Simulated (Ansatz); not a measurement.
# Si16H7O: the cost of one run

Method: DFT PBEsol, plane waves, PAW, scalar-relativistic, collinear spin, in Ansatz 0.2.0.

## 1. Starting point

The cell holds 24 atoms (H7OSi16): a = 7.679 Å, b = 7.679 Å, c = 17.869 Å, α = 90.00°, β = 90.00°, γ = 60.00°.

As a file:

```xyz
24
Lattice="7.6792 0.0000 0.0000 3.8396 6.6504 0.0000 0.0000 0.0000 17.8688" Properties=species:S:1:pos:R:3 pbc="T T T"
H     1.9198    1.1084    1.0000
H     5.7594    1.1084    1.0000
H     3.8396    4.4336    1.0000
H     7.6792    4.4336    1.0000
Si    1.9198    1.1084    2.5000
Si    5.7594    1.1084    2.5000
Si    3.8396    4.4336    2.5000
Si    7.6792    4.4336    2.5000
Si    0.0000    2.2168    3.2838
Si    3.8396    2.2168    3.2838
Si    1.9198    5.5420    3.2838
Si    5.7594    5.5420    3.2838
Si    0.0000    2.2168    5.6350
Si    3.8396    2.2168    5.6350
Si    1.9198    5.5420    5.6350
Si    5.7594    5.5420    5.6350
Si    0.0000    0.0000    6.4188
Si    3.8396    0.0000    6.4188
Si    1.9198    3.3252    6.4188
Si    5.7594    3.3252    6.4188
H     3.8396    0.0000    7.8688
H     1.9198    3.3252    7.8688
H     5.7594    3.3252    7.8688
O     4.9375    1.6444    7.5588
```

## 2. Preparing the start

The input, input.yaml:

```yaml
accuracy: low
crystal:
  lattice:
    - [7.67918, 0.0, 0.0]
    - [3.83959, 6.650365, 0.0]
    - [0.0, 0.0, 17.868765]
  atoms:
    - { symbol: H, position: [0.1666667, 0.1666667, 0.0559636] }
    - { symbol: H, position: [0.6666667, 0.1666667, 0.0559636] }
    - { symbol: H, position: [0.1666667, 0.6666667, 0.0559636] }
    - { symbol: H, position: [0.6666667, 0.6666667, 0.0559636] }
    - { symbol: Si, position: [0.1666667, 0.1666667, 0.1399089] }
    - { symbol: Si, position: [0.6666667, 0.1666667, 0.1399089] }
    - { symbol: Si, position: [0.1666667, 0.6666667, 0.1399089] }
    - { symbol: Si, position: [0.6666667, 0.6666667, 0.1399089] }
    - { symbol: Si, position: [-0.1666667, 0.3333333, 0.1837706] }
    - { symbol: Si, position: [0.3333333, 0.3333333, 0.1837706] }
    - { symbol: Si, position: [-0.1666667, 0.8333333, 0.1837706] }
    - { symbol: Si, position: [0.3333333, 0.8333333, 0.1837706] }
    - { symbol: Si, position: [-0.1666667, 0.3333333, 0.3153554] }
    - { symbol: Si, position: [0.3333333, 0.3333333, 0.3153554] }
    - { symbol: Si, position: [-0.1666667, 0.8333333, 0.3153554] }
    - { symbol: Si, position: [0.3333333, 0.8333333, 0.3153554] }
    - { symbol: Si, position: [0.0, 0.0, 0.359217] }
    - { symbol: Si, position: [0.5, 0.0, 0.359217] }
    - { symbol: Si, position: [0.0, 0.5, 0.359217] }
    - { symbol: Si, position: [0.5, 0.5, 0.359217] }
    - { symbol: H, position: [0.5, 0.0, 0.4403642] }
    - { symbol: H, position: [0.0, 0.5, 0.4403642] }
    - { symbol: H, position: [0.5, 0.5, 0.4403642] }
    - { symbol: O, position: [0.5193463, 0.2472627, 0.4230155], spin: 1.0 }
magnetization:
  spin_polarized: true
basis:
  ecutwfc: 420.0
kpoints:
  mp_grid: { grid: [2, 2, 1] }
hamiltonian:
  xc: pbesol
  pseudopotentials: { kind: paw, azcp: { folder: soft_1 } }
scf:
  occupations: { method: fermi_dirac, width: 0.02 }
  lower_state_search: "off"
relax:
  f_tol: 0.08
  max_steps: 25
  adjacent_minimum: "off"
  constraints: [{ sites: [0, 1, 2, 3, 4, 5, 6, 7] }]
```

Command:

```console
$ ansatz run input.yaml --threads 2 --pin off --max-ram 5120MiB --backend cpu --events-out ev --progress --plain --runs-dir out
```

**Question.** How long does this run take on 2 threads of Arm Neoverse V1, shared host, and how much memory does it need?

About 3.2 min, with a peak of 1.4 GiB.
